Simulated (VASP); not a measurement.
NaI: single point with PBE

The system is NaI.

```
I Na
1.0
     0.00000    3.23640    3.23640
     3.23640    0.00000    3.23640
     3.23640    3.23640    0.00000
I Na
1 1
Direct
  0.50000 0.50000 0.50000
  0.00000 0.00000 0.00000
```

```json
{"Program": "VASP 6.6.1", "Task": "single point", "Functional": "PBE", "Potentials or basis": "VASP PAW PBE potentials, release 64 (I, Na_pv)", "Cutoff": "900 eV", "k mesh": "10 × 10 × 10", "Occupations": "gaussian, width 0.05 eV", "Spin": "no spin polarisation", "Further INCAR settings": "ADDGRID = False; ALGO = Normal; EDIFF = 1e-08; NBANDS = 14"}
```

```
Pressure               : 0.4 GPa
Band gap on the k mesh : 3.64 eV, direct
```

Levels at points of the mesh, in eV from the valence-band top:
```csv
k point,band 3,band 4,band 5,band 6,band 7,band 8,band 9,band 10,band 11,band 12
"(0.00, 0.00, 0.00)",-22.44,-11.02,0.00,0.00,0.00,3.64,7.93,7.93,7.93,9.75
"(0.50, 0.00, 0.00)",-22.44,-10.70,-2.18,-0.28,-0.28,5.09,7.44,7.44,8.73,10.31
"(0.50, 0.50, 0.00)",-22.44,-10.63,-1.90,-0.74,-0.74,4.49,5.56,9.87,11.30,11.30
```

Wall time 84 s on 1 thread of Intel(R) Xeon(R) Platinum 8488C (Sapphire Rapids), on a shared host, peak memory 0.36 GiB.

Caveat: spin-orbit coupling is left out, which moves the levels of the heavy elements. A k mesh can miss the band edges.
